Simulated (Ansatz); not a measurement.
# HfO2: one atom moved over a plane

Aim: for HfO2, map the energy of atom 2 (O) over a plane.

Computed with Ansatz 0.2.0 (DFT r2SCAN, scalar-relativistic, plane waves, PAW, unless a step's input says otherwise).

## (1) Starting point

Symmetry: Fm-3m, No. 225, cubic system. The conventional cell has a = 5.115 Å, b = 5.115 Å, c = 5.115 Å, α = 90.00°, β = 90.00°, γ = 90.00°. Hf (site symmetry m-3m) has 8 O at 2.21 Å as nearest neighbours. O (site symmetry -43m) is surrounded by 4 Hf at 2.21 Å.

Structure file:

```xyz
3
Lattice="0.0000 2.5575 2.5575 2.5575 0.0000 2.5575 2.5575 2.5575 0.0000" Properties=species:S:1:pos:R:3 pbc="T T T"
Hf    0.0000    0.0000    0.0000
O     1.2788    1.2788    1.2788
O     3.8363    3.8363    3.8363
```

The cell is taken as given, not relaxed at this level.

## (2) Zero of energy

The reference gives a free energy of -16876.1609 eV, pressure -8.43 GPa, largest force 0.000 eV/Å and gap on the mesh 4.21 eV. It was computed beforehand with the settings of the runs below.

## (3) Next: one atom moved over a plane

Atom 2 (O) is moved by p along (0.000, 1.000, 0.000) and q along (0.000, 0.000, 1.000) (Å), all else fixed; its images in the other cells move with it. Points alike by symmetry are run once.

## (4) Point p = -0.450, q = -0.450

Input file input.yaml:

```yaml
crystal:
  lattice:
    - [0.0, 2.5575, 2.5575]
    - [2.5575, 0.0, 2.5575]
    - [2.5575, 2.5575, 0.0]
  atoms:
    - { symbol: Hf, position: [0.0, 0.0, 0.0] }
    - { symbol: O, position: [0.0740469208, 0.25, 0.25] }
    - { symbol: O, position: [0.75, 0.75, 0.75] }
basis:
  ecutwfc: 500
kpoints:
  mp_grid: { grid: [8, 8, 8] }
hamiltonian:
  xc: r2scan
scf:
  occupations: { method: gaussian, width: 0.05 }
output:
  forces: true
  stress: true
  eigenvalues: true
```

The run is started by

```bash
ansatz run input.yaml --threads 1 --pin off --max-ram 2560MiB --backend cpu --events-out ev --progress --plain --runs-dir out
```

The log of the run, cut to the lines that bear on the results:

```text
Warning: RAYON_NUM_THREADS=1 ignored (pool sized by the plan → 1); use --threads N
[...]
Pseudopotentials: kind: paw
Pseudopotential: Hf, paw, valence charge 26, recommended cutoff 500 eV (meta_gga), Hf.paw.azcp
Pseudopotential: O, paw, valence charge 6, recommended cutoff 500 eV (meta_gga), O.paw.azcp
Functional definition: r2SCAN
[...]
Crystal: 3 atoms, lattice volume = 33.456 Å³
Basis set: ecut = 500 eV, 869 PW (Γ), exchange–correlation on 108×108×108 points (64 copies of the dense FFT grid, shifted against one another)
Bands: 23, of which v1, the nominal top of the filled ones, is band 19 counted from 1 (18 counted from 0)
Symmetry: 2 space group operations
Space group: Cm (ITA 8), of the structure as read, at distance tolerance 3.2e-5 Å
k-points: 150 of 512 (time reversal used)
[...]
SCF iter   1: F=—  HF=-16873.484845 eV  |F-HF|=—  |Δ(HF+E_count)|=         —  Δρ=1.21e-2  dr2=4.48e-2  dr2_τ=2.77e-1  ethr=1.77e-3  ⟨swp⟩=5.6  Hψ=13133  notcnv=0
[...]
SCF iter   8: F=-16873.555804 eV  HF=-16873.555804 eV  |F-HF|=1.35e-8  |Δ(HF+E_count)|=  4.22e-10  Δρ=1.18e-5  dr2=1.49e-8  dr2_τ=5.39e-9  ethr=2.63e-10  ⟨swp⟩=3.4  Hψ=15487  notcnv=0
[...]
SCF converged after 8 iterations
Free energy (F): -16873.555804 eV
[...]
E sigma→0 (E₀):  -16873.555804 eV
Fermi energy:    17.156093 eV
[...]
--- Forces (eV/Å), atoms counted from 1 ---
  atom   1  Hf    -5.61071132    -2.93721438    -2.93721438
  atom   2  O      6.26227252     6.77360581     6.77360581
  atom   3  O     -0.65163953    -3.83644537    -3.83644537
[...]
--- Stress (GPa, compression-positive) ---
       24.837303      24.664953      24.664953
       24.664949      27.474240       4.364049
       24.664949       4.364049      27.474240
  P = ⅓ Tr σ = 26.5953 GPa (265.953 kbar)
--- Band table (eV; the first three rows and the last of 150) ---
  k-point 0: bands = ["-47.1651", "-15.5813", "-15.1655", "-15.0640", "-4.7306", "-1.6233", "4.4883", "4.5139", "4.5288", "4.5556", "4.5743", "4.6347", "4.7911", "9.1293", "9.7864", "10.8733", "13.3058", "14.4358", "14.6652", "19.9054", "20.5582", "20.6132", "24.4748"]
[...]
```

Run time: 44 s. Hardware: 1 thread of Intel Xeon at 2.50GHz (Skylake/Cascade Lake), shared host; peak memory 0.53 GiB.

## (5) At p = -0.450, q = 0.000

Changes to input.yaml since step 4:

```diff
@@ -7,3 +7,3 @@
     - { symbol: Hf, position: [0.0, 0.0, 0.0] }
-    - { symbol: O, position: [0.0740469208, 0.25, 0.25] }
+    - { symbol: O, position: [0.1620234604, 0.3379765396, 0.1620234604] }
     - { symbol: O, position: [0.75, 0.75, 0.75] }
```

The run is started by

```bash
ansatz run input.yaml --threads 1 --pin off --max-ram 2560MiB --backend cpu --events-out ev --progress --plain --runs-dir out
```

The log of the run, cut to the lines that bear on the results:

```text
Warning: RAYON_NUM_THREADS=1 ignored (pool sized by the plan → 1); use --threads N
[...]
Pseudopotentials: kind: paw
Pseudopotential: Hf, paw, valence charge 26, recommended cutoff 500 eV (meta_gga), Hf.paw.azcp
Pseudopotential: O, paw, valence charge 6, recommended cutoff 500 eV (meta_gga), O.paw.azcp
Functional definition: r2SCAN
[...]
Crystal: 3 atoms, lattice volume = 33.456 Å³
Basis set: ecut = 500 eV, 869 PW (Γ), exchange–correlation on 108×108×108 points (64 copies of the dense FFT grid, shifted against one another)
Bands: 23, of which v1, the nominal top of the filled ones, is band 19 counted from 1 (18 counted from 0)
Symmetry: 4 space group operations
Space group: Imm2 (ITA 44), of the structure as read, at distance tolerance 3.2e-5 Å
k-points: 95 of 512 (time reversal used)
[...]
SCF iter   1: F=—  HF=-16874.942900 eV  |F-HF|=—  |Δ(HF+E_count)|=         —  Δρ=1.17e-2  dr2=4.22e-2  dr2_τ=2.33e-1  ethr=1.77e-3  ⟨swp⟩=4.8  Hψ=7981  notcnv=0
[...]
SCF iter   8: F=-16875.010319 eV  HF=-16875.010319 eV  |F-HF|=6.73e-9  |Δ(HF+E_count)|=   6.45e-8  Δρ=9.50e-6  dr2=8.63e-9  dr2_τ=3.79e-9  ethr=2.63e-10  ⟨swp⟩=3.1  Hψ=9730  notcnv=0
[...]
SCF converged after 8 iterations
Free energy (F): -16875.010319 eV
[...]
E sigma→0 (E₀):  -16875.010319 eV
Fermi energy:    17.327679 eV
[...]
--- Forces (eV/Å), atoms counted from 1 ---
  atom   1  Hf    -0.00000000    -1.09408134    -0.00000000
  atom   2  O      0.00000000     5.55534379     0.00000000
  atom   3  O      0.00000000    -4.46125731    -0.00000000
[...]
--- Stress (GPa, compression-positive) ---
        0.677065       0.000000      15.147367
       -0.000000      19.678764       0.000000
       15.147367       0.000000       0.677065
  P = ⅓ Tr σ = 7.0110 GPa (70.110 kbar)
--- Band table (eV; the first three rows and the last of 95) ---
[... band rows left out ...]
[...]
```

Run time: 29 s. Hardware: 1 thread of Intel Xeon at 2.50GHz (Skylake/Cascade Lake), shared host; peak memory 0.49 GiB.

## (6) At p = -0.450, q = -0.225

Changes to input.yaml since step 5:

```diff
@@ -7,3 +7,3 @@
     - { symbol: Hf, position: [0.0, 0.0, 0.0] }
-    - { symbol: O, position: [0.1620234604, 0.3379765396, 0.1620234604] }
+    - { symbol: O, position: [0.1180351906, 0.2939882698, 0.2060117302] }
     - { symbol: O, position: [0.75, 0.75, 0.75] }
```

The run is started by

```bash
ansatz run input.yaml --threads 1 --pin off --max-ram 2560MiB --backend cpu --events-out ev --progress --plain --runs-dir out
```

The log of the run, cut to the lines that bear on the results:

```text
[...]
SCF converged after 8 iterations
Free energy (F): -16874.661373 eV
[...]
E sigma→0 (E₀):  -16874.661373 eV
Fermi energy:    17.379317 eV
[...]
--- Forces (eV/Å), atoms counted from 1 ---
  atom   1  Hf    -2.44633808    -1.53138390    -1.47334855
  atom   2  O      2.82955504     5.85493243     3.15090027
  atom   3  O     -0.38325498    -4.32354887    -1.67757371
[...]
--- Stress (GPa, compression-positive) ---
        6.785000      10.285814      17.939949
       10.285814      21.378271       2.626537
       17.939936       2.626531       7.974818
  P = ⅓ Tr σ = 12.0460 GPa (120.460 kbar)
--- Band table (eV; the first three rows and the last of 260) ---
  k-point 0: bands = ["-47.3436", "-15.3950", "-15.3045", "-15.2292", "-4.7154", "-1.6990", "4.2813", "4.3007", "4.3123", "4.3394", "4.3733", "4.4242", "4.5734", "9.4569", "9.6787", "10.6289", "13.7539", "14.4724", "14.6539", "19.7346", "20.2395", "20.6650", "24.5623"]
[...]
```

Wall time 74 s (1 thread of Intel Xeon at 2.50GHz (Skylake/Cascade Lake), shared host); peak memory 0.61 GiB.

## (7) p = -0.225, q = 0.000

Changes to input.yaml since step 6:

```diff
@@ -7,3 +7,3 @@
     - { symbol: Hf, position: [0.0, 0.0, 0.0] }
-    - { symbol: O, position: [0.1180351906, 0.2939882698, 0.2060117302] }
+    - { symbol: O, position: [0.2060117302, 0.2939882698, 0.2060117302] }
     - { symbol: O, position: [0.75, 0.75, 0.75] }
```

The run is started by

```bash
ansatz run input.yaml --threads 1 --pin off --max-ram 2560MiB --backend cpu --events-out ev --progress --plain --runs-dir out
```

The log of the run, cut to the lines that bear on the results:

```text
[...]
SCF converged after 8 iterations
Free energy (F): -16875.891633 eV
[...]
E sigma→0 (E₀):  -16875.891633 eV
Fermi energy:    17.275044 eV
[...]
--- Forces (eV/Å), atoms counted from 1 ---
  atom   1  Hf     0.00000000    -0.47951269    -0.00000000
  atom   2  O      0.00000000     2.44680267     0.00000000
  atom   3  O      0.00000000    -1.96732188    -0.00000000
[...]
--- Stress (GPa, compression-positive) ---
       -6.225128      -0.000000       6.477235
       -0.000000      -1.169686       0.000000
        6.477235       0.000000      -6.225128
  P = ⅓ Tr σ = -4.5400 GPa (-45.400 kbar)
--- Band table (eV; the first three rows and the last of 95) ---
  k-point 0: bands = ["-47.5652", "-15.4486", "-15.4258", "-15.3749", "-4.5025", "-1.7314", "4.0517", "4.0533", "4.0634", "4.0965", "4.1223", "4.1523", "4.3041", "9.6453", "9.7822", "10.1545", "14.3207", "14.5478", "14.5680", "19.5015", "19.7233", "21.1678", "25.0866"]
[...]
```

Run time: 28 s. Hardware: 1 thread of Intel Xeon at 2.50GHz (Skylake/Cascade Lake), shared host; peak memory 0.49 GiB.

## (8) At p = -0.225, q = -0.225

Changes to input.yaml since step 7:

```diff
@@ -7,3 +7,3 @@
     - { symbol: Hf, position: [0.0, 0.0, 0.0] }
-    - { symbol: O, position: [0.2060117302, 0.2939882698, 0.2060117302] }
+    - { symbol: O, position: [0.1620234604, 0.25, 0.25] }
     - { symbol: O, position: [0.75, 0.75, 0.75] }
@@ -21 +21,5 @@
   eigenvalues: true
+  write_density: true
+  write_potential: true
+  elf: true
+  volumetric_format: npy
```

The run is started by

```bash
ansatz run input.yaml --threads 1 --pin off --max-ram 2560MiB --backend cpu --events-out ev --progress --plain --runs-dir out
```

The log of the run, cut to the lines that bear on the results:

```text
Warning: RAYON_NUM_THREADS=1 ignored (pool sized by the plan → 1); use --threads N
[...]
Pseudopotentials: kind: paw
Pseudopotential: Hf, paw, valence charge 26, recommended cutoff 500 eV (meta_gga), Hf.paw.azcp
Pseudopotential: O, paw, valence charge 6, recommended cutoff 500 eV (meta_gga), O.paw.azcp
Functional definition: r2SCAN
[...]
Crystal: 3 atoms, lattice volume = 33.456 Å³
Basis set: ecut = 500 eV, 869 PW (Γ), exchange–correlation on 108×108×108 points (64 copies of the dense FFT grid, shifted against one another)
Bands: 23, of which v1, the nominal top of the filled ones, is band 19 counted from 1 (18 counted from 0)
Symmetry: 2 space group operations
Space group: Cm (ITA 8), of the structure as read, at distance tolerance 3.2e-5 Å
k-points: 150 of 512 (time reversal used)
[...]
SCF iter   1: F=—  HF=-16875.539313 eV  |F-HF|=—  |Δ(HF+E_count)|=         —  Δρ=1.17e-2  dr2=4.32e-2  dr2_τ=2.27e-1  ethr=1.77e-3  ⟨swp⟩=4.8  Hψ=12743  notcnv=0
[...]
SCF iter   8: F=-16875.600392 eV  HF=-16875.600392 eV  |F-HF|=4.08e-8  |Δ(HF+E_count)|=   3.51e-9  Δρ=1.23e-5  dr2=5.08e-8  dr2_τ=7.72e-9  ethr=2.63e-10  ⟨swp⟩=6.5  Hψ=24165  notcnv=0
[...]
SCF converged after 8 iterations
Free energy (F): -16875.600392 eV
[...]
E sigma→0 (E₀):  -16875.600392 eV
Fermi energy:    17.362856 eV
[...]
--- Forces (eV/Å), atoms counted from 1 ---
  atom   1  Hf    -1.08775393    -0.73044183    -0.73044183
  atom   2  O      1.31479331     2.63696642     2.63696642
  atom   3  O     -0.22709861    -1.90657258    -1.90657258
[...]
--- Stress (GPa, compression-positive) ---
       -2.988855       7.651937       7.651937
        7.651932       0.986945       1.949984
        7.651932       1.949984       0.986945
  P = ⅓ Tr σ = -0.3383 GPa (-3.383 kbar)
--- Band table (eV; the first three rows and the last of 150) ---
[... band rows left out ...]
[...]
```

Run time: 57 s. Hardware: 1 thread of Intel Xeon at 2.50GHz (Skylake/Cascade Lake), shared host; peak memory 0.52 GiB.

The maps below are laid out on this run's own conventional cell (a, b, c = 6.265, 3.617, 3.617 Å).

Density in a lattice plane of the grid's cell (edges 6.26 and 3.62 Å, at 0.000 of the third edge), which holds Hf and O.

Ten even steps from '0' (0.02 e/Å³) to '9' (35.50 e/Å³):
```
631000000000000000000146
200000000000000000000133
000000111000000000000010
000001210000000000000000
000011100000000000000000
000000000000000000000000
000000000000000000000000
000000000000000000111000
001000000000000001210000
232100000000000011100000
664100000000000000000013
973000000000000000000037
```
Columns run along the first of these edges and rows up along the second, over one cell in 24 and 12 even steps from the bottom left corner. Atoms in the plane (fractional): Hf at (0.00, 0.00), O at (0.25, 0.66), O at (0.75, 0.25).

ELF in the same plane.

Ten even steps from '0' (0.01) to '9' (0.85):
```
998314789862014665214999
973059999973012321015999
421599668973000000014777
004996259962000000001221
026986689730000000123331
037999997300000014799973
025777752000001368999973
012222100000003799768961
466531000000026996369831
999851000000037986699326
999941012321037999984279
899820256641026899732799
```
Columns run along the first of these edges and rows up along the second, over one cell in 24 and 12 even steps from the bottom left corner. Atoms in the plane (fractional): Hf at (0.00, 0.00), O at (0.25, 0.66), O at (0.75, 0.25).

Both are smooth fields of the valence electrons: close to the nuclei they are not physical.

Maxima of ELF outside the ion cores: 0.86 in the shell around O, 0.6 Å from O; 0.82 beside O, off the lines to its neighbours, 0.7 Å from O.

## (9) The scan collected

Energy above the undisturbed cell in eV/cell; points alike by symmetry are filled in, and a dash was not computed:

```csv
p \ q,-0.450,-0.225,0.000,0.225,0.450
-0.450,2.605,1.500,1.151,1.500,2.605
-0.225,1.500,0.560,0.269,0.560,1.500
0.000,1.151,0.269,0.000,0.269,1.151
0.225,1.500,0.560,0.269,0.560,1.500
0.450,2.605,1.500,1.151,1.500,2.605
```

Pressure in GPa:

| p \ q | -0.450 | -0.225 | 0.000 | 0.225 | 0.450 |
| --- | --- | --- | --- | --- | --- |
| -0.450 | 26.6 | 12.0 | 7.0 | 12.0 | 26.6 |
| -0.225 | 12.0 | -0.3 | -4.5 | -0.3 | 12.0 |
| 0.000 | 7.0 | -4.5 | -8.4 | -4.5 | 7.0 |
| 0.225 | 12.0 | -0.3 | -4.5 | -0.3 | 12.0 |
| 0.450 | 26.6 | 12.0 | 7.0 | 12.0 | 26.6 |

Gap on the mesh in eV:

| p \ q | -0.450 | -0.225 | 0.000 | 0.225 | 0.450 |
| --- | --- | --- | --- | --- | --- |
| -0.450 | 3.97 | 3.91 | 3.67 | 3.91 | 3.97 |
| -0.225 | 3.91 | 4.30 | 4.09 | 4.30 | 3.91 |
| 0.000 | 3.67 | 4.09 | 4.21 | 4.09 | 3.67 |
| 0.225 | 3.91 | 4.30 | 4.09 | 4.30 | 3.91 |
| 0.450 | 3.97 | 3.91 | 3.67 | 3.91 | 3.97 |

## (10) Outcome

```
                         quantity                                       value
                    highest point  2.605 eV/cell at (p, q) = (-0.450, -0.450)
lowest point away from the origin            0.269 eV/cell at (-0.225, 0.000)
```

In words: No computed point lies below the origin. Read as harmonic, the points at ±0.225 Å give force constants of 10.64 eV/Å² along p and 10.64 eV/Å² along q, so the site is nearly isotropic in this plane. The gap on the mesh runs from 3.67 to 4.30 eV over the map. Spin-orbit coupling is left out, which matters for the bands of Hf.

The gaps are Kohn-Sham values of a semilocal functional, not quasiparticle or optical gaps. Such gaps usually fall short of the measured ones.
